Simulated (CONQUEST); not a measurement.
# CdS (Greenockite) under changes of volume

One of the cells (25.121 Å³/atom); the others are scaled copies at fixed shape and fractional positions:

```
CELL_PARAMETERS angstrom
4.15000 0.00000 0.00000
0.00000 6.73700 0.00000
0.00000 0.00000 7.18801
ATOMIC_POSITIONS crystal
Cd 0.00000 0.50000 0.33333
Cd 0.50000 0.50000 0.83333
Cd 0.00000 0.00000 0.66667
Cd 0.50000 0.00000 0.16667
S 0.00000 0.87500 0.33333
S 0.50000 0.87500 0.83333
S 0.00000 0.37500 0.66667
S 0.50000 0.37500 0.16667
```

```yaml
Program: CONQUEST 1.3
Functional: PBE
Potentials_or_basis: PseudoDojo NC PBE, SZP, grid of 40 × 64 × 72 points
k_mesh: 7 × 4 × 4
Occupations: fermi-dirac, width 0.05 eV
Spin: no spin polarisation
```

```csv
volume (Å³/atom),energy over the lowest point (meV/atom),pressure (GPa),gap on the mesh (eV),largest force (eV/Å)
23.614,79.32,9.0,1.73,0.103
24.116,53.96,7.2,1.65,0.097
24.618,34.08,5.5,1.57,0.093
25.121,19.19,4.0,1.50,0.089
25.623,8.85,2.6,1.42,0.085
26.126,?,?,?,?
26.628,0.00,0.3,1.28,0.076
```

Problem. What does the run at 26.126 Å³/atom give?

Solution. Energy over the lowest point 2.59 meV/atom; pressure 1.4 GPa; gap on the mesh 1.35 eV; largest force 0.081 eV/Å.

Worked out: A Birch-Murnaghan fit of order 3 (a polynomial in V^(-2/3)) to the other rows has its minimum at 26.75 Å³/atom, just outside them, with B0 = V·E''(V) = 56 GPa and B' = 4.2 at fixed shape and positions, which overstates the stiffness. It gives 2.57 meV/atom at 26.126 Å³/atom, against the run's 2.59, and -dE/dV = 1.4 GPa, against 1.4. A straight line through the other rows of the gap, of slope -3.75 eV per unit of ln V, gives 1.35 eV, against the run's 1.35.

Energies are extrapolated to zero smearing.

Caveats: the atomic basis is small; an odd mesh through Γ misses points on the zone boundary, where band edges often lie; the basis of atomic orbitals isn't converged, which shifts pressures, moduli and gaps. Spin-orbit coupling on Cd is left out.
